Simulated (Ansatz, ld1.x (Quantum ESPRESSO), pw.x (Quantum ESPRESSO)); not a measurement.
# pw.x on diamond Pd: one setting changed

Potential: PAW, ld1.x (Quantum ESPRESSO) 7.5, PBE; core [Ar] 3d10, reference 4s2 4p6 4d9 5s1 5p0; waves: 4s (bound): rcut 1.80, rcutus 2.00 bohr; 5s (bound): rcut 1.80, rcutus 2.00 bohr; 4p (bound): rcut 1.60, rcutus 1.80 bohr; 5p (bound, empty): rcut 1.60, rcutus 1.80 bohr; 4d (bound): rcut 1.95, rcutus 2.25 bohr; 4d channel at 0.2 Ry: rcut 1.95, rcutus 2.25 bohr; local part: all-electron potential smoothed inside 2.20 bohr (lloc = -1); core correction: Bessel-smoothed model core inside 1.20 bohr; augmentation: BESSEL, radius 1.35 bohr.

The reference run (k-mesh 8³, cutoffs 60/480 Ry, Fermi–Dirac 0.01 Ry, mixing_beta 0.4, conv_thr 1e-9, no spin) gives 0.98 GPa at 24.495 Å³/atom, where all-electron LAPW gives 0.14 GPa. This run, with its own iteration cap, changes ecutrho/ecutwfc to 3.

```
&control
  calculation='scf', prefix='x', pseudo_dir='./', outdir='./tmp', tstress=.true., disk_io='none'
/
&system
  ibrav=0, nat=2, ntyp=1, ecutwfc=60, ecutrho=180, nbnd=28,
  occupations='smearing', smearing='fd', degauss=0.01
/
&electrons
  conv_thr=1e-09, mixing_beta=0.4, electron_maxstep=60
/
ATOMIC_SPECIES
Pd 1.0 Pd.UPF
CELL_PARAMETERS angstrom
  0.00000000 2.90419528 2.90419528
  2.90419528 0.00000000 2.90419528
  2.90419528 2.90419528 0.00000000
ATOMIC_POSITIONS crystal
Pd 0.0000 0.0000 0.0000
Pd 0.2500 0.2500 0.2500
K_POINTS automatic
8 8 8 0 0 0
```

```bash
pw.x < Pd.scf.in > Pd.scf.out
```

Question: How does the run end?

Answer: It converges in 10 iterations; the free energy moves by -35.7 meV/atom and the pressure by -0.82 GPa. Below 4 the density is truncated and F is no longer variational, so a small shift in one case is no licence.

```
Message from routine set_cutoff:
     ecutrho < 4*ecutwfc, are you sure?
     Message from routine setup:
     using ibrav=0 with symmetry is DISCOURAGED, use correct ibrav instead
     lattice parameter (alat)  =       7.7614  a.u.
     unit-cell volume          =     330.6009 (a.u.)^3
     number of electrons       =        36.00
     number of Kohn-Sham states=           28
     kinetic-energy cutoff     =      60.0000  Ry
     charge density cutoff     =     180.0000  Ry
     scf convergence threshold =      1.0E-09
     Exchange-correlation= SLA  PW   PBX  PBC
     number of k points=    29  Fermi-Dirac smearing, width (Ry)=  0.0100
     iteration #  1     ecut=    60.00 Ry     beta= 0.40
     total energy              =   -1023.89507113 Ry
     estimated scf accuracy    <       0.05185846 Ry
     iteration #  2     ecut=    60.00 Ry     beta= 0.40
     total energy              =   -1023.90823212 Ry
     estimated scf accuracy    <       0.01169888 Ry
     iteration #  3     ecut=    60.00 Ry     beta= 0.40
     total energy              =   -1023.90959408 Ry
     estimated scf accuracy    <       0.00155770 Ry
     [... 4 iterations left out ...]
     iteration #  8     ecut=    60.00 Ry     beta= 0.40
     total energy              =   -1023.90980976 Ry
     estimated scf accuracy    <       0.00000004 Ry
     iteration #  9     ecut=    60.00 Ry     beta= 0.40
     total energy              =   -1023.90980976 Ry
     estimated scf accuracy    <       0.00000002 Ry
     iteration # 10     ecut=    60.00 Ry     beta= 0.40
     the Fermi energy is     9.0195 ev
!    total energy              =   -1023.90980976 Ry
     estimated scf accuracy    <          3.9E-10 Ry
     smearing contrib. (-TS)   =      -0.02031482 Ry
     The total energy is F=E-TS. E is the sum of the following terms:
     one-electron contribution =    -293.36953348 Ry
     hartree contribution      =     202.92631404 Ry
     xc contribution           =     -57.38018069 Ry
     ewald contribution        =    -318.01750185 Ry
     one-center paw contrib.   =    -558.04859297 Ry
     convergence has been achieved in  10 iterations
          total   stress  (Ry/bohr**3)                   (kbar)     P=        1.61
     Message from routine punch:
     Nothing written, as per user request (disk_io='none')
```

The run took about 35 s on one core of a shared host (Neoverse-V2, 32 threads, 247 GiB, load 27).
